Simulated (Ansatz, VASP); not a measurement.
**NaCl: VASP beside Ansatz**

Wanted: the spread between two codes on one cell, functional and k mesh. The cell is a member of a volume series, scaled by 0.985 from a relaxed one, so a pressure remains.

Program: Ansatz 0.2.0. Level of theory: plane waves, with VASP 6.6.1 beside it; single point at PBEsol. Results are calculated unless marked as measured.

### Step 1. The structure

Symmetry: Fm-3m, No. 225, cubic system. Conventional cell: a = 5.564 Å, b = 5.564 Å, c = 5.564 Å, α = 90.00°, β = 90.00°, γ = 90.00°. Nearest to Na lie 6 Cl at 2.78 Å. Cl has 6 Na at 2.78 Å nearest. Farther neighbours and most contacts between anions are not listed.

Structure file:

```xyz
2
Lattice="0.0000 2.7822 2.7822 2.7822 0.0000 2.7822 2.7822 2.7822 0.0000" Properties=species:S:1:pos:R:3 pbc="T T T"
Na    0.0000    0.0000    0.0000
Cl    2.7822    2.7822    2.7822
```

### Step 2. VASP: single point, PBEsol, volume scaled by 0.985

A single point gives forces, pressure and levels at one fixed geometry, so differences don't come from the geometry; what else differs is listed under the comparison.

Lines of VASP's logs that name or quote its potential files are left out, and so is its time.

The input asks for a relaxation, which ended at its first step since no free force or stress exceeded the threshold; so it serves as a single point.

File INCAR:

```
SYSTEM = NaCl
PREC = Accurate
ENCUT = 400
EDIFF = 1E-08
NELM = 100
ISMEAR = 0
SIGMA = 0.05
LREAL = .FALSE.
ALGO = Normal
GGA = PS
NBANDS = 13
LORBIT = 11
LWAVE = .FALSE.
LCHARG = .FALSE.
KPAR = 16
IBRION = 2
NSW = 30
ISIF = 4
EDIFFG = -0.002
```

File POSCAR:

```
NaCl
1.0
    0.0000000000      2.7821694608      2.7821694608
    2.7821694608      0.0000000000      2.7821694608
    2.7821694608      2.7821694608      0.0000000000
Na Cl
1 1
Direct
    0.0000000000      0.0000000000      0.0000000000
    0.5000000000      0.5000000000      0.5000000000
```

File KPOINTS:

```
Automatic mesh
0
Gamma
10 10 10
0 0 0
```

The projector-augmented-wave data sets are Na_pv and Cl (PBE family, release 64).

Started as:

```
> mpirun -np 16 vasp_std
```

Numbers of over 12 decimals in the logs are rounded to 6 here.

Log:

```text
[banner, memory and clock lines left out]
running   16 mpi-ranks, on    1 nodes
 distrk:  each k-point on    1 cores,   16 groups
 distr:  one band on    1 cores,    1 groups

 POSCAR found type information on POSCAR NaCl
 POSCAR found :  2 types and       2 ions
|                                                                             |
|           W    W    AA    RRRRR   N    N  II  N    N   GGGG   !!!           |
|           W    W   A  A   R    R  NN   N  II  NN   N  G    G  !!!           |
|           W    W  A    A  R    R  N N  N  II  N N  N  G       !!!           |
|           W WW W  AAAAAA  RRRRR   N  N N  II  N  N N  G  GGG   !            |
|           WW  WW  A    A  R   R   N   NN  II  N   NN  G    G                |
|           W    W  A    A  R    R  N    N  II  N    N   GGGG   !!!           |
|                                                                             |
|     For optimal performance we recommend to set                             |
|       NCORE = 2 up to number-of-cores-per-socket                            |
|     NCORE specifies how many cores store one orbital (NPAR=cpu/NCORE).      |
|     This setting can greatly improve the performance of VASP for DFT.       |
|     The default, NCORE=1 might be grossly inefficient on modern             |
|     multi-core architectures or massively parallel machines. Do your        |
|     Unfortunately you need to use the default for GW and RPA                |
|     calculations (for HF NCORE is supported but not extensively tested      |
|     yet).                                                                   |
|                                                                             |

|                                                                             |
|               ----> ADVICE to this user running VASP <----                  |
|                                                                             |
|     You enforced a specific xc type in the INCAR file but a different       |
|     [... a line on the potential file left out ...]
|     I HOPE YOU KNOW WHAT YOU ARE DOING!                                     |
|                                                                             |

 LDA part: xc-table for (Slater+PW92), standard interpolation
 POSCAR, INCAR and KPOINTS ok, starting setup
 FFT: planning ... GRIDC
 FFT: planning ... GRID_SOFT
 FFT: planning ... GRID
 WAVECAR not read
 entering main loop
       N       E                     dE             d eps       ncg     rms          rms(c)
DAV:   1     0.869951613604E+02    0.86995E+02   -0.63369E+03  1243   0.896E+02
DAV:   2    -0.488572221697E+00   -0.87484E+02   -0.81547E+02  1300   0.249E+02
DAV:   3    -0.704831545232E+01   -0.65597E+01   -0.65239E+01  1612   0.679E+01
DAV:   4    -0.715223478949E+01   -0.10392E+00   -0.10388E+00  1362   0.935E+00
DAV:   5    -0.715460733718E+01   -0.23725E-02   -0.23724E-02  1599   0.139E+00    0.190E+00
DAV:   6    -0.700347570596E+01    0.15113E+00   -0.25586E-01  1485   0.377E+00    0.136E+00
DAV:   7    -0.699300841430E+01    0.10467E-01   -0.63100E-02  1655   0.175E+00    0.922E-01
DAV:   8    -0.699629219703E+01   -0.32838E-02   -0.72392E-03  1317   0.836E-01    0.270E-01
DAV:   9    -0.699619823117E+01    0.93966E-04   -0.18573E-04  1477   0.112E-01    0.165E-01
DAV:  10    -0.699623112796E+01   -0.32897E-04   -0.26016E-04  1377   0.111E-01    0.504E-02
DAV:  11    -0.699622244901E+01    0.86789E-05   -0.17509E-05  1502   0.333E-02    0.176E-02
DAV:  12    -0.699622179253E+01    0.65648E-06   -0.31179E-06  1407   0.118E-02    0.213E-03
DAV:  13    -0.699622195770E+01   -0.16516E-06   -0.70500E-08  1412   0.208E-03    0.106E-03
DAV:  14    -0.699622195855E+01   -0.84879E-09   -0.20057E-09  1071   0.389E-04
   1 F= -.69962220E+01 E0= -.69962220E+01  d E =-.699622E+01
 curvature:   0.00 expect dE= 0.000E+00 dE for cont linesearch  0.000E+00
 trial: gam= 0.00000 g(F)=  0.890E-61 g(S)=  0.451E-33 ort = 0.000E+00 (trialstep = 0.100E+01)
 search vector abs. value=  0.100E-09
 reached required accuracy - stopping structural energy minimisation
```

Parts of OUTCAR (step 2):

```text
ion  position               nearest neighbor table
   1  0.000  0.000  0.000-
   2  0.500  0.500  0.500-

  LATTYP: Found a face centered cubic cell.
 ALAT       =     5.5643389216

 Subroutine GETGRP returns: Found 48 space group operations
 (whereof 48 operations were pure point group operations)

The static configuration has the point symmetry O_h .

 Found     47 irreducible k-points:

   k-points           NKPTS =     47   k-points in BZ     NKDIM =     47   number of bands    NBANDS=     13

   dimension x,y,z NGX =    28 NGY =   28 NGZ =   28
   dimension x,y,z NGXF=    56 NGYF=   56 NGZF=   56

   ENCUT  =  400.0 eV  29.40 Ry    5.42 a.u.   6.42  6.42  6.42*2*pi/ulx,y,z

   NELECT =      14.0000    total number of electrons

 k-points in reciprocal lattice and weights: Automatic mesh
   0.00000000  0.00000000  0.00000000       0.001
   0.10000000  0.00000000  0.00000000       0.008
   0.20000000  0.00000000  0.00000000       0.008
   0.30000000  0.00000000  0.00000000       0.008
   0.40000000  0.00000000  0.00000000       0.008
   0.50000000  0.00000000  0.00000000       0.004
   0.10000000  0.10000000  0.00000000       0.006
   0.20000000  0.10000000  0.00000000       0.024
   0.30000000  0.10000000  0.00000000       0.024
[...]
-0.30000000  0.40000000  0.20000000       0.024
  -0.30000000  0.50000000  0.20000000       0.012

 average (electrostatic) potential at core
       1 -46.7989       2 -93.4832

 E-fermi :  -0.3054

 k-point     1 :       0.0000    0.0000    0.0000
  band No.  band energies     occupation
    ...
      3     -21.1206      2.00000
      4     -13.2861      2.00000
      5      -0.5441      2.00000
      6      -0.5441      2.00000
      7      -0.5441      2.00000
      8       4.5382      0.00000
      9      10.4898      0.00000
     10      10.4898      0.00000
     11      10.4898      0.00000
     12      12.7665      0.00000
    ...

 k-point     2 :       0.1000    0.0000    0.0000
  band No.  band energies     occupation
    ...
      3     -21.1212      2.00000
      4     -13.2510      2.00000
      5      -0.8163      2.00000
      6      -0.5739      2.00000
      7      -0.5739      2.00000
      8       4.8867      0.00000
      9      10.0864      0.00000
     10      10.6296      0.00000
     11      10.6296      0.00000
     12      12.5749      0.00000
    ...

 k-point     3 :       0.2000    0.0000    0.0000
  band No.  band energies     occupation
    ...
      3     -21.1219      2.00000
      4     -13.1568      2.00000
      5      -1.4210      2.00000
      6      -0.6499      2.00000
      7      -0.6499      2.00000
      8       5.6589      0.00000
      9       9.5241      0.00000
     10      10.8398      0.00000
     11      10.8398      0.00000
     12      12.4816      0.00000
    ...

  Total        0.1082502      0.1082502      0.1082502      0.0000000     -0.0000000     -0.0000000
  in kB        4.0267854      4.0267854      4.0267854      0.0000000     -0.0000000     -0.0000000
  external PRESSURE =       4.0267854 kB  Pullay stress =       0.0000000 kB

  energy-cutoff  :      400.00
  volume of cell :       43.07
      direct lattice vectors                 reciprocal lattice vectors
     0.000000000  2.782169461  2.782169461    -0.179715868  0.179715868  0.179715868
     2.782169461  0.000000000  2.782169461     0.179715868 -0.179715868  0.179715868
     2.782169461  2.782169461  0.000000000     0.179715868  0.179715868 -0.179715868

 POSITION                                       TOTAL-FORCE (eV/Angst)
 -----------------------------------------------------------------------------------
      0.00000      0.00000      0.00000         0.000000     -0.000000      0.000000
      2.78217      2.78217      2.78217        -0.000000      0.000000     -0.000000
 -----------------------------------------------------------------------------------
    total drift:                                0.000000      0.000000      0.000000

  FREE ENERGIE OF THE ION-ELECTRON SYSTEM (eV)
  ---------------------------------------------------
  free  energy   TOTEN  =        -6.9962219585 eV

  energy  without entropy=       -6.9962219585  energy(sigma->0) =       -6.99622196

 reached required accuracy - stopping structural energy minimisation

 total charge
# of ion       s       p       d       tot
------------------------------------------
    1        0.046   5.985   0.000   6.031
    2        1.578   3.559   0.000   5.137
--------------------------------------------------
tot          1.624   9.544   0.000  11.168

[... 3 further parts left out ...]
```

CONTCAR:

```
NaCl
   1.00000000000000
     0.0000000000000000    2.7821694608000000    2.7821694608000000
     2.7821694608000000    0.0000000000000000    2.7821694608000000
     2.7821694608000000    2.7821694608000000    0.0000000000000000
  Na              Cl
     1     1
Direct
     0.0000000000000000    0.0000000000000000    0.0000000000000000
     0.5000000000000000    0.5000000000000000    0.5000000000000000
```

### Step 3. Ansatz: single point, PBEsol, volume scaled by 0.985

Ansatz runs on its default PAW (the set named soft_2) files.

The same cell, functional, mesh and smearing now go to Ansatz, which takes its cutoff from its data sets.

File input.yaml:

```yaml
crystal:
  lattice:
    - [0.0, 2.78216946, 2.78216946]
    - [2.78216946, 0.0, 2.78216946]
    - [2.78216946, 2.78216946, 0.0]
  atoms:
    - { symbol: Na, position: [0.0, 0.0, 0.0] }
    - { symbol: Cl, position: [0.5, 0.5, 0.5] }
hamiltonian:
  xc: pbesol
  pseudopotentials: { kind: paw }
kpoints:
  mp_grid: { grid: [10, 10, 10] }
scf:
  occupations: { method: gaussian, width: 0.05 }
  n_extra_bands: 4
output:
  forces: true
  stress: true
  eigenvalues: true
```

Started as:

```
> ansatz run input.yaml --threads 2 --pin off --max-ram 4608MiB --backend cpu --events-out ev --progress --plain --runs-dir out
```

Log:

```text
scf.n_extra_bands = 4 over 8 filled bands (N_el = 16.0): the run solves 12 bands
Engine: ansatz 0.2.0, x86_64-unknown-linux-gnu
Pseudopotentials: kind: paw
Pseudopotential: Na, paw, valence charge 9, recommended cutoff 420 eV (normal), Na.paw.azcp
Pseudopotential: Cl, paw, valence charge 7, recommended cutoff 420 eV (normal), Cl.paw.azcp
Functional definition: PBEsol
  exchange = pbesol_x
  correlation = pbesol_c
Crystal: 2 atoms, lattice volume = 43.071 Å³
Basis set: ecut = 420 eV, 869 PW (Γ), exchange–correlation on 54×54×54 points (8 copies of the dense FFT grid, shifted against one another)
Bands: 12, of which v1, the nominal top of the filled ones, is band 8 counted from 1 (7 counted from 0)
Symmetry: 48 space group operations
Space group: Fm-3m (ITA 225), of the structure as read, at distance tolerance 3.5e-5 Å
k-points: 47 of 1000
Non-local potential: Na, projectors of the file, l = 0: 3, l = 1: 2, l = 2: 1
Non-local potential: Cl, projectors of the file, l = 0: 2, l = 1: 2, l = 2: 2
PAW form: soft (Blöchl's): semilocal exchange-correlation on the pseudo side does not see the compensation charge
PAW frozen core: Na, regenerated for the run's functional, and the local potential with it (the file was generated under x = pbe(κ = 0.804, μ = 0.219515), c = pbe(β = 0.066725))
PAW frozen core: Cl, regenerated for the run's functional, and the local potential with it (the file was generated under x = pbe(κ = 0.804, μ = 0.219515), c = pbe(β = 0.066725))
PAW one-centre angular grid: Na, 110 points (default); XC on 64 Gauss nodes
PAW one-centre angular grid: Cl, 110 points (default); XC on 64 Gauss nodes
Initial density: superposition of atomic densities (neutral atoms: chi_scale 0, normalization atom), corrected by the library's trained network
Initial wavefunctions: pseudopotential atomic-orbital guess
Functional: x = pbesol(κ = 0.804, μ = 0.123457), c = pbesol(β = 0.046)
SCF iter   1: F=—  HF=-2540.288076 eV  |F-HF|=—  |Δ(HF+E_count)|=         —  Δρ=2.91e-3  dr2=3.86e-3  ethr=1.77e-3  ⟨swp⟩=5.7  Hψ=3282  notcnv=0
preconditioner: auto → none  [insulator: Δε(μ)=5.033 eV  Ē_g=20.819 eV  σ=0.050 eV  W_gap=1.00  n_scr=14 (ndim 8)  ℏωp=21.2 eV  f_vac=0.022  D(μ)=0.00/eV (n_scr^D=0)  ε∞_Penn≈2.0]
SCF iter   2: F=—  HF=-2540.285384 eV  |F-HF|=—  |Δ(HF+E_count)|=   2.69e-3  Δρ=1.31e-3  dr2=9.82e-4  ethr=2.41e-5  ⟨swp⟩=2.8  Hψ=1283  notcnv=0
SCF iter   3: F=—  HF=-2540.285369 eV  |F-HF|=—  |Δ(HF+E_count)|=   1.45e-5  Δρ=9.81e-4  dr2=5.89e-4  ethr=6.13e-6  ⟨swp⟩=2.0  Hψ=752  notcnv=0
SCF iter   4: F=—  HF=-2540.285170 eV  |F-HF|=—  |Δ(HF+E_count)|=   1.99e-4  Δρ=2.87e-4  dr2=4.59e-5  ethr=3.68e-6  ⟨swp⟩=2.0  Hψ=685  notcnv=0
SCF iter   5: F=—  HF=-2540.285180 eV  |F-HF|=—  |Δ(HF+E_count)|=   9.63e-6  Δρ=3.30e-5  dr2=8.52e-7  ethr=2.87e-7  ⟨swp⟩=2.0  Hψ=752  notcnv=0
SCF iter   6: F=-2540.285180 eV  HF=-2540.285180 eV  |F-HF|=1.51e-8  |Δ(HF+E_count)|=   1.55e-7  Δρ=6.58e-6  dr2=3.38e-8  ethr=6.25e-10  ⟨swp⟩=3.0  Hψ=1909  notcnv=0
SCF 1 converged in 6 iterations: F = -2540.285180 eV  dr2 = 3.38e-8
  greatest PAW one-centre occupation: 0.999 electrons in one spin orbital (limit 2), on the Na atom at site 0 (counted from 0), in its partial waves of l = 0
SCF converged after 6 iterations
Free energy (F): -2540.285180 eV
Harris-Foulkes:  -2540.285180 eV  (|F-HF|=1.51e-8)
Internal energy: -2540.285180 eV  (E = F + TS)
E sigma→0 (E₀):  -2540.285180 eV
Fermi energy:    3.907257 eV
--- Per-component energies (eV) ---
  E_band       = -228.852698
  E_kinetic    = 282.840864
  E_local      = -1509.395222  (includes V_loc(G=0)·N_el)
  E_nonlocal   = 144.862966
  E_hartree    = 530.581661
  E_xc         = -145.101004
  E_vxc        = -171.994242  (∫ρ·V_xc dr)
  E_paw        = -895.324649  (= ΣΔE_a)
  E_vpaw       = -36.332535  (= ΣTr[D̂ρ^β])
  E_aug_tail   = 0.000074  (compensation charges beyond the density's cutoff)
  E_ewald      = -948.882995
  E_core_change = 0.133126  (= ΣΔE_core)
  E_smearing   = -0.000000  (= −TS)
  E_closure    = -0.000000  (closes the sum)
  Σ components = -2540.285180   (vs F -2540.285180, Δ=0.00e0)
--- Forces (eV/Å), atoms counted from 1 ---
  atom   1  Na    -0.00000000     0.00000000     0.00000000
  atom   2  Cl     0.00000000    -0.00000000    -0.00000000
  max |Σ_I F_I| component: 5.11e-30 eV/Å
--- Stress (GPa, compression-positive) ---
        0.549731      -0.000000       0.000000
        0.000000       0.549731      -0.000000
        0.000000       0.000000       0.549731
  P = ⅓ Tr σ = 0.5497 GPa (5.497 kbar)
--- Band table (eV; the first three rows and the last of 47) ---
  k-point 0: bands = [... 4 lower, -11.3737, 1.3631, 1.3631, 1.3631, 6.4509, 12.2923, 12.2923, 12.2923]
  k-point 1: bands = [... 4 lower, -11.3388, 1.0918, 1.3334, 1.3334, 6.7987, 11.9107, 12.4301, 12.4301]
  k-point 2: bands = [... 4 lower, -11.2457, 0.4887, 1.2575, 1.2575, 7.5689, 11.3743, 12.6367, 12.6367]
  k-point 46: bands = [... 4 lower, -10.9179, -0.1081, 0.2444, 0.5551, 10.0372, 10.4080, 11.5073, 13.0287]
```

Run time: 0.44 s. Hardware: 2 threads of AMD EPYC 9R14 (Zen 4), shared host; peak memory 0.36 GiB; 0.76 s of CPU time.

The run ends at a pressure of 0.55 GPa.

### Step 4. Differences

Known differences besides the potentials themselves: the data sets hold 16 valence electrons in Ansatz (default PAW (the set named soft_2) files) and 14 in VASP; the cutoff is 420 eV in Ansatz and 400 eV in VASP; Ansatz makes its cores anew for this functional, VASP keeps those of its PBE data sets; VASP leaves aspherical gradient terms in its spheres out (LASPH is not set), Ansatz keeps them. Total energies have different zeros and are not compared.

Both answers:

```csv
quantity,Ansatz,VASP,difference
pressure (GPa),0.55,0.40,+0.15
gap on the k mesh (eV),5.088,5.082,+0.005
```

A gap on the mesh is an upper bound, since the band edges may lie between its points.

### Step 5. VASP: single point, PBEsol, volume scaled by 1.035

A single point gives forces, pressure and levels at one fixed geometry, so differences don't come from the geometry; what else differs is listed under the comparison. The cell compared in this pair holds 45.26 Å³, against 43.07 Å³ for the pair before.

The input asks for a relaxation, which ended at its first step since no free force or stress exceeded the threshold; so it serves as a single point.

INCAR is that of step 2.

File POSCAR:

```
NaCl
1.0
    0.0000000000      2.8284702745      2.8284702745
    2.8284702745      0.0000000000      2.8284702745
    2.8284702745      2.8284702745      0.0000000000
Na Cl
1 1
Direct
    0.0000000000      0.0000000000      0.0000000000
    0.5000000000      0.5000000000      0.5000000000
```

KPOINTS is that of step 2.

Started as:

```
> mpirun -np 16 vasp_std
```

Log:

```text
[banner, memory and clock lines left out]
running   16 mpi-ranks, on    1 nodes
[...]
[... a notice as in an earlier step ...]

 [... a notice as in an earlier step ...]

 LDA part: xc-table for (Slater+PW92), standard interpolation
 POSCAR, INCAR and KPOINTS ok, starting setup
[...]
entering main loop
       N       E                     dE             d eps       ncg     rms          rms(c)
DAV:   1     0.888537848411E+02    0.88854E+02   -0.62838E+03  1264   0.897E+02
DAV:   2     0.261793038577E+00   -0.88592E+02   -0.81618E+02  1335   0.248E+02
DAV:   3    -0.703571455680E+01   -0.72975E+01   -0.72552E+01  1557   0.693E+01
DAV:   4    -0.715848439282E+01   -0.12277E+00   -0.12273E+00  1412   0.101E+01
[...]
DAV:  14    -0.699562746704E+01    0.22452E-07   -0.58752E-09  1476   0.682E-04    0.102E-03
DAV:  15    -0.699562748897E+01   -0.21933E-07   -0.69616E-09   811   0.482E-04    0.260E-05
DAV:  16    -0.699562748790E+01    0.10712E-08   -0.43460E-10   776   0.180E-04
   1 F= -.69956275E+01 E0= -.69956275E+01  d E =-.699563E+01
[...]
reached required accuracy - stopping structural energy minimisation
```

OUTCAR, selected parts (step 5):

```text
  Total       -0.2427544     -0.2427544     -0.2427544      0.0000000      0.0000000      0.0000000
  in kB       -8.5939514     -8.5939514     -8.5939514      0.0000000      0.0000000      0.0000000
  external PRESSURE =      -8.5939514 kB  Pullay stress =       0.0000000 kB

 POSITION                                       TOTAL-FORCE (eV/Angst)
 -----------------------------------------------------------------------------------
      0.00000      0.00000      0.00000         0.000000     -0.000000     -0.000000
      2.82847      2.82847      2.82847        -0.000000      0.000000      0.000000
 -----------------------------------------------------------------------------------
    total drift:                                0.000000      0.000000      0.000000

  FREE ENERGIE OF THE ION-ELECTRON SYSTEM (eV)
  ---------------------------------------------------
  free  energy   TOTEN  =        -6.9956274879 eV

  energy  without entropy=       -6.9956274879  energy(sigma->0) =       -6.99562749

[... 2 parts as in an earlier step ...]

[... 2 further parts left out ...]
[key lines of the parts left out:]
E-fermi :  -0.6149
```

(Continued in part 2 of 2.)

[Lines on the potential files, build, host, timing and source positions are cut from VASP's logs without a mark.]

[Logs are printed without paths, hosts, clocks, repeated set-up lines and the standing remarks that a program may print on its own settings, such as how far it seeks lower states.]

[Hosts, paths, dates, database ids (printed as entryN), source tags and the programs' standing remarks are cut or masked in the printed files.]
